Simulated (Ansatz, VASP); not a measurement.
Two plane-wave programs on SiC

```xyz
4
Lattice="3.2156 0.0000 0.0000 -1.6078 2.7848 0.0000 0.0000 0.0000 5.0398" Properties=species:S:1:pos:R:3 pbc="T T T"
Si    0.0000    1.8565    2.5079
Si    1.6078    0.9283    5.0278
C     0.0000    1.8565    4.4219
C     1.6078    0.9283    1.9019
```

Change from the starting cell: biaxial strain in the a-b plane, c and atoms relaxed: +4.0 %.

Alike in both runs: functional PBE; k mesh 12 × 12 × 6; occupations gaussian, width 0.02 eV; no spin polarisation.

Ansatz relaxed the structure, and its values are those at the end. VASP's run is a single point on that final structure, the one shown.

```csv
,VASP,Ansatz
version,VASP 6.6.1,Ansatz 0.2.0
potentials or method,"VASP PAW PBE potentials, release 64 (Si, C)","scalar-relativistic, plane waves, PAW"
plane-wave cutoff (eV),520,420
valence electrons in the cell,16,16
```

|  | VASP | Ansatz | Ansatz less VASP |
| --- | --- | --- | --- |
| gap on the k mesh at the Fermi level (eV) | 2.17 | 2.17 | +0.004 |
| least direct gap on the mesh (eV) | 3.26 | 3.26 | -0.001 |
| pressure (GPa) | -13.1 | -13.1 | +0.01 |

The functional is the same, so the differences come from potentials, cutoffs and numerics.

A k mesh can miss the band edges.
